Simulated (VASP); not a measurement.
# GaP (F-43m) in VASP: a series of runs, part 2 of 3

VASP 6.6.1. Earlier steps stand in the parts before.

### 4 Phonons, LDA

Contents of POSCAR:

```
GaP
1.0
    0.0000000000      2.7252500000      2.7252500000
    2.7252500000      0.0000000000      2.7252500000
    2.7252500000      2.7252500000      0.0000000000
Ga P
1 1
Direct
    0.0000000000      0.0000000000      0.0000000000
    0.7500000000      0.7500000000      0.7500000000
```

Contents of INCAR.step1:

```
PREC     = Accurate       # precision mode
ENCUT    = 600            # plane-wave cutoff, eV
EDIFF    = 1E-8           # SCF threshold, eV
ISMEAR   = -1             # smearing method
SIGMA    = 0.05           # smearing width, eV
LREAL    = False          # projectors in reciprocal space
LASPH    = True           # aspherical terms in the spheres
NELM     = 100            # most SCF steps
ALGO     = Fast           # electronic algorithm
ISIF     = 3              # what is computed and relaxed
LWAVE    = False          # write WAVECAR
LCHARG   = False          # write CHGCAR
GGA      = CA             # functional
IBRION   = 2              # ionic algorithm
NSW      = 40             # ionic steps
EDIFFG   = -0.002         # ionic threshold
```

Contents of INCAR.step2:

```
PREC     = Accurate       # precision mode
ENCUT    = 600            # plane-wave cutoff, eV
EDIFF    = 1E-8           # SCF threshold, eV
ISMEAR   = -1             # smearing method
SIGMA    = 0.05           # smearing width, eV
LREAL    = False          # projectors in reciprocal space
LASPH    = True           # aspherical terms in the spheres
NELM     = 100            # most SCF steps
ALGO     = Fast           # electronic algorithm
ISIF     = 2              # what is computed and relaxed
LWAVE    = False          # write WAVECAR
LCHARG   = False          # write CHGCAR
GGA      = CA             # functional
IBRION   = 8              # ionic algorithm
NSW      = 1              # ionic steps
```

Contents of KPOINTS:

```
Automatic mesh
0
Gamma
  6 6 6
```

Potentials or basis: VASP PAW LDA potentials, release 64 (Ga_d, P).

Launch:

```sh
$ cat potpaw_LDA.64/Ga_d/POTCAR potpaw_LDA.64/P/POTCAR > POTCAR
$ cp INCAR.step1 INCAR
$ mpirun -np 1 vasp_std > vasp.out
$ cp CONTCAR POSCAR
$ cp INCAR.step2 INCAR
$ mpirun -np 1 vasp_std > vasp.out
```

OUTCAR:

```text
PREC = Accurate
   ENCUT = 600
   EDIFF = 1E-8
   ISMEAR = -1
   LREAL = False
   LASPH = True
   NELM = 100
   ISIF = 2
   GGA = CA
   IBRION = 8
   NSW = 1

 ion  position               nearest neighbor table
   1  0.000  0.000  0.000-   2 2.34   2 2.34   2 2.34   2 2.34
   2  0.750  0.750  0.750-   1 2.34   1 2.34   1 2.34   1 2.34

  LATTYP: Found a face centered cubic cell.
 ALAT       =     5.3938523786

  Lattice vectors:

 A1 = (   0.0000000000,   2.6969261893,   2.6969261893)
 A2 = (   2.6969261893,   0.0000000000,   2.6969261893)
 A3 = (   2.6969261893,   2.6969261893,   0.0000000000)

Analysis of symmetry for initial positions (statically):
=====================================================================
 Subroutine PRICEL returns:
 Original cell was already a primitive cell.

 Routine SETGRP: Setting up the symmetry group for a
 face centered cubic supercell.

 Subroutine GETGRP returns: Found 24 space group operations
 (whereof 24 operations were pure point group operations)
 out of a pool of 48 trial point group operations.

The static configuration has the point symmetry T_d .

Analysis of symmetry for dynamics (positions and initial velocities):
=====================================================================
 Subroutine PRICEL returns:
 Original cell was already a primitive cell.

 Routine SETGRP: Setting up the symmetry group for a
 face centered cubic supercell.

 Subroutine GETGRP returns: Found 24 space group operations
 (whereof 24 operations were pure point group operations)
 out of a pool of 48 trial point group operations.

The dynamic configuration has the point symmetry T_d .

 Subroutine INISYM returns: Found 24 space group operations
 (whereof 24 operations are pure point group operations),
 and found     1 'primitive' translations

----------------------------------------------------------------------------------------

                                     Primitive cell

  volume of cell :      39.2317

  direct lattice vectors                    reciprocal lattice vectors
     0.000000000  2.696926189  2.696926189    -0.185396249  0.185396249  0.185396249
     2.696926189  0.000000000  2.696926189     0.185396249 -0.185396249  0.185396249
     2.696926189  2.696926189  0.000000000     0.185396249  0.185396249 -0.185396249

  length of vectors
     3.814029594  3.814029594  3.814029594     0.321115723  0.321115723  0.321115723

  position of ions in fractional coordinates (direct lattice)
     0.000000000  0.000000000  0.000000000
     0.750000000  0.750000000  0.750000000

  ion indices of the primitive-cell ions
   primitive index   ion index
                 1           1
                 2           2

----------------------------------------------------------------------------------------

[... 131 lines left out ...]
     12       8.6191      0.00000
     13       8.6191      0.00000
[... 228 lines left out ...]
      2      -9.8816      2.00000
      3      -9.8659      2.00000
      4      -9.8464      2.00000
      5      -9.8090      2.00000
      6      -4.6782      2.00000
      7      -1.9948      2.00000
      8       1.2780      2.00000
      9       1.3807      2.00000
     10       8.1771      0.00000
     11       8.4116      0.00000
     12      12.3816      0.00000
     13      12.4127      0.00000

------------------------ aborting loop because EDIFF is reached ----------------------------------------

  FORCE on cell =-STRESS in cart. coord.  units (eV):
  Direction    XX          YY          ZZ          XY          YZ          ZX
  --------------------------------------------------------------------------------------
  -------------------------------------------------------------------------------------
  Total        0.0008787      0.0008787      0.0008787      0.0000000      0.0000000      0.0000000
  in kB        0.0358846      0.0358846      0.0358846      0.0000000      0.0000000      0.0000000
  external PRESSURE =       0.0358846 kB  Pullay stress =       0.0000000 kB

 VOLUME and BASIS-vectors are now :
 -----------------------------------------------------------------------------
  energy-cutoff  :      600.00
  volume of cell :       39.23
      direct lattice vectors                 reciprocal lattice vectors
     0.000000000  2.696926189  2.696926189    -0.185396249  0.185396249  0.185396249
     2.696926189  0.000000000  2.696926189     0.185396249 -0.185396249  0.185396249
     2.696926189  2.696926189  0.000000000     0.185396249  0.185396249 -0.185396249

 POSITION                                       TOTAL-FORCE (eV/Angst)
 -----------------------------------------------------------------------------------
      0.00000      0.00000      0.00000         0.000000      0.000000      0.000000
      4.04539      4.04539      4.04539        -0.000000     -0.000000     -0.000000
 -----------------------------------------------------------------------------------
    total drift:                                0.000000      0.000000      0.000000

  FREE ENERGIE OF THE ION-ELECTRON SYSTEM (eV)
  ---------------------------------------------------
  free  energy   TOTEN  =       -10.4352739977 eV

  energy  without entropy=      -10.4352739679  energy(sigma->0) =      -10.43527398

[... ionic steps 2 to 3 ...]

--------------------------------------- Ionic step        4  -------------------------------------------

------------------------ aborting loop because EDIFF is reached ----------------------------------------

[... ionic steps 5 to 6 ...]

--------------------------------------- Ionic step        7  -------------------------------------------

 Free energy of the ion-electron system (eV)
  ---------------------------------------------------
  ---------------------------------------------------
  free energy    TOTEN  =        -0.04775039 eV

  energy without entropy =       -0.04775039

------------------------ aborting loop because EDIFF is reached ----------------------------------------

 INTERNAL STRAIN TENSOR  FOR ION    2  DIRECTION 1   (eV/Angst):
 -----------------------------------------------------------------------------
    -0.02015  0.00000  0.00000
     0.00000  0.01284  7.63821
     0.00000  7.63821  0.01284

 INTERNAL STRAIN TENSOR FOR ION    2 for displacements in x,y,z  (eV/Angst):
          X           Y           Z          XY          YZ          ZX
  --------------------------------------------------------------------------------
  x     0.00000     0.00000     0.00000     0.00000     7.63821     0.00000
  y     0.00000    -0.00000     0.00000     0.00000     0.00000     7.63821
  z     0.00000     0.00000     0.00000     7.63821     0.00000     0.00000

 SECOND DERIVATIVES (NOT SYMMETRIZED)
 ------------------------------------
               1X          1Y          1Z          2X          2Y          2Z
  1X   -10.447361    0.000000    0.000000   10.447361    0.000000    0.000000
  1Y     0.000000  -10.447361    0.000000    0.000000   10.447361    0.000000
  1Z     0.000000    0.000000  -10.447361    0.000000    0.000000   10.447361
  2X    10.482786    0.000000    0.000000  -10.482786    0.000000    0.000000
  2Y     0.000000   10.482786    0.000000    0.000000  -10.482786    0.000000
  2Z     0.000000    0.000000   10.482786    0.000000    0.000000  -10.482786

 Eigenvectors and eigenvalues of the dynamical matrix
 ----------------------------------------------------

   1 f  =   10.924082 THz    68.638034 2PiTHz  364.388166 cm-1    45.178354 meV
             X         Y         Z           dx          dy          dz
      0.000000  0.000000  0.000000     0.000000    0.503042   -0.232002
      4.045389  4.045389  4.045389    -0.000000   -0.756011    0.348670
[... 21 lines left out ...]
   6 f/i=    0.008527 THz     0.053579 2PiTHz    0.284444 cm-1     0.035266 meV
             X         Y         Z           dx          dy          dz
      0.000000  0.000000  0.000000     0.823241   -0.118632    0.036405
      4.045389  4.045389  4.045389     0.547776   -0.078937    0.024224

--------------------------------------------------------------------------------------------------------

 ELASTIC MODULI CONTR FROM IONIC RELAXATION (kBar)
 Direction    XX          YY          ZZ          XY          YZ          ZX
 --------------------------------------------------------------------------------
 XX          -0.0000      0.0000      0.0000      0.0000     -0.0000      0.0000
 YY           0.0000     -0.0000      0.0000      0.0000      0.0000      0.0000
 ZZ           0.0000      0.0000     -0.0000     -0.0000      0.0000      0.0000
 XY           0.0000      0.0000     -0.0000   -225.5850      0.0000      0.0000
 YZ          -0.0000      0.0000      0.0000      0.0000   -225.5850      0.0000
 ZX           0.0000      0.0000      0.0000      0.0000      0.0000   -225.5850
 --------------------------------------------------------------------------------
```

Run time: 2.7 min. Hardware: 1 thread of Intel Xeon Platinum 8488C (Sapphire Rapids), shared host; peak memory 0.22 GiB.

What came out:

* Relaxed volume: 19.62 Å³/atom
* Relaxed cell: a = 3.814 Å, b = 3.814 Å, c = 3.814 Å, α = 60.00°, β = 60.00°, γ = 60.00°
* Space group after relaxing (to 0.05 Å): F-43m (No. 216)
* Highest phonon frequency at Γ, LO-TO splitting left out: 364 cm⁻¹

Step by step:
```csv
step,energy change (eV),largest force (eV/Å),pressure (GPa),volume (Å³)
1,0.0000,0.0000,-2.65,40.48
2,-0.0072,0.0000,1.62,38.55
3,-0.0106,0.0000,0.01,39.23
```

Final structure:
```
CELL_PARAMETERS angstrom
0.00000 2.69693 2.69693
2.69693 0.00000 2.69693
2.69693 2.69693 0.00000
ATOMIC_POSITIONS crystal
Ga 0.00000 0.00000 0.00000
P 0.75000 0.75000 0.75000
```

Phonon frequencies in cm⁻¹ (negative: imaginary):
```tsv
q point	frequencies
(0.000, 0.000, 0.000)	0 0 0 364 364 364
```

### 5 Elastic constants, LDA

POSCAR is that of step 4.

Contents of INCAR.step1:

```
PREC = Accurate ; ENCUT = 600
EDIFF = 1E-8 ; ISMEAR = -1
SIGMA = 0.05 ; LREAL = F
LASPH = T ; NELM = 80
ALGO = Normal ; ISIF = 3
LWAVE = F ; LCHARG = F
GGA = CA ; IBRION = 2
NSW = 40 ; EDIFFG = -0.002
```

Contents of INCAR.step2:

```
PREC = Accurate ; ENCUT = 600
EDIFF = 1E-8 ; ISMEAR = -1
SIGMA = 0.05 ; LREAL = F
LASPH = T ; NELM = 80
ALGO = Normal ; ISIF = 3
LWAVE = F ; LCHARG = F
GGA = CA ; IBRION = 6
NFREE = 2 ; POTIM = 0.015
NSW = 1
```

Contents of KPOINTS:

```
regular mesh
0
Gamma
  6 6 6
```

Launch:

```sh
$ cat potpaw_LDA.64/Ga_d/POTCAR potpaw_LDA.64/P/POTCAR > POTCAR
$ cp INCAR.step1 INCAR
$ mpirun -np 1 vasp_std > vasp.out
$ cp CONTCAR POSCAR
$ cp INCAR.step2 INCAR
$ mpirun -np 1 vasp_std > vasp.out
```

Run time: 4.5 min. Hardware: 1 thread of Intel Xeon Platinum 8488C (Sapphire Rapids), shared host; peak memory 0.21 GiB.

Results (log left out):

| Quantity | Value |
| --- | --- |
| Relaxed volume | 19.62 Å³/atom |
| Relaxed cell | a = 3.814 Å, b = 3.814 Å, c = 3.814 Å, α = 60.00°, β = 60.00°, γ = 60.00° |
| Space group after relaxing (to 0.05 Å) | F-43m (No. 216) |
| Elastic constants C11, C12, C44 | 142, 64, 71 GPa |
| Voigt bulk modulus | 90 GPa |
| Highest phonon frequency at Γ, LO-TO splitting left out | 364 cm⁻¹ |

The path:
```tsv
step	energy change (eV)	largest force (eV/Å)	pressure (GPa)	volume (Å³)
1	0.0000	0.0000	-2.65	40.48
2	-0.0072	0.0000	1.62	38.55
3	-0.0106	0.0000	0.00	39.23
```

Final structure:
```
Ga P
1.0
     0.00000    2.69692    2.69692
     2.69692    0.00000    2.69692
     2.69692    2.69692    0.00000
Ga P
1 1
Cartesian
  0.0000 0.0000 0.0000
  4.0454 4.0454 4.0454
```

Phonon frequencies in cm⁻¹ (negative: imaginary):
| q point | frequencies |
| --- | --- |
| (0.000, 0.000, 0.000) | 0 0 0 364 364 364 |

Elastic tensor in Voigt notation (GPa, in the Cartesian axes of the cell as first typed):
```
142  64  64   0   0   0
 64 142  64   0   0   0
 64  64 142   0   0   0
  0   0   0  71   0   0
  0   0   0   0  71   0
  0   0   0   0   0  71
```

Clamped-ion elastic tensor (GPa):
```
142  64  64   0   0   0
 64 142  64   0   0   0
 64  64 142   0   0   0
  0   0   0  96   0   0
  0   0   0   0  96   0
  0   0   0   0   0  96
```

(Continued in part 3 of 3.)
